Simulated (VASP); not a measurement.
Set up this calculation in VASP 6.6.1, as the native input.

* Task: single point
* Functional: PBE
* Potentials or basis: VASP PAW PBE potentials, release 64 (Cu, O)
* Cutoff: 520 eV
* k mesh: 10 × 10 × 5
* Occupations: fermi-dirac, width 0.05 eV
* Spin: no spin polarisation
* Further INCAR settings: ALGO = Normal; EDIFF = 1e-07; NBANDS = 25

The structure of CuO lies in POSCAR:

```
CuO
1.0
    2.3446497600     -1.7133998200      0.0000000000
    2.3446497600      1.7133998200      0.0000000000
   -0.8605499100      0.0000000000      5.0594394800
Cu O
2 2
Direct
    0.0121020000      0.4836040000     -0.0047640000
    0.5051430000      0.0074150000      0.4972770000
    0.5659180000      0.4117250000      0.2609880000
    0.4105470000      0.5798770000      0.7581400000
```

The cell isn't the ideal one: atoms moved at random, drawn with an rms of 0.05 Å.

One way to write it, as run:

INCAR

```
SYSTEM = CuO
PREC     = Accurate       ! precision mode
ENCUT    = 520            ! plane-wave cutoff, eV
EDIFF    = 1E-7           ! SCF threshold, eV
ISMEAR   = -1             ! smearing method
SIGMA    = 0.05           ! smearing width, eV
LREAL    = .False.        ! projectors in reciprocal space
LASPH    = .True.         ! aspherical terms in the spheres
NELM     = 100            ! most SCF steps
ALGO     = Normal         ! electronic algorithm
ISIF     = 2              ! what is computed and relaxed
LWAVE    = .False.        ! write WAVECAR
LCHARG   = .False.        ! write CHGCAR
GGA      = PE             ! functional
NBANDS   = 25             ! bands
```

KPOINTS

```
regular mesh
0
Gamma
  10 10 5
  0 0 0
```

Potentials or basis: VASP PAW PBE potentials, release 64 (Cu, O).

The run is started by

```sh
$ cat potpaw_PBE.64/Cu/POTCAR potpaw_PBE.64/O/POTCAR > POTCAR
$ mpirun -np 1 vasp_std > vasp.out
```

It gave:

| Quantity | Value |
| --- | --- |
| Pressure | 7.4 GPa |
| Largest force | 1.326 eV/Å |
| Band gap on the k mesh | none (metal or under the smearing width) |

Caveat: the run has no spin polarisation, though such a crystal can be magnetic; semilocal functionals often make such compounds metallic where correlation or magnetic order opens a gap, which also shifts bond lengths.

It took 2.7 min on 1 thread of Intel(R) Xeon(R) 6975P-C (Granite Rapids), on a shared host, peak memory 0.32 GiB.
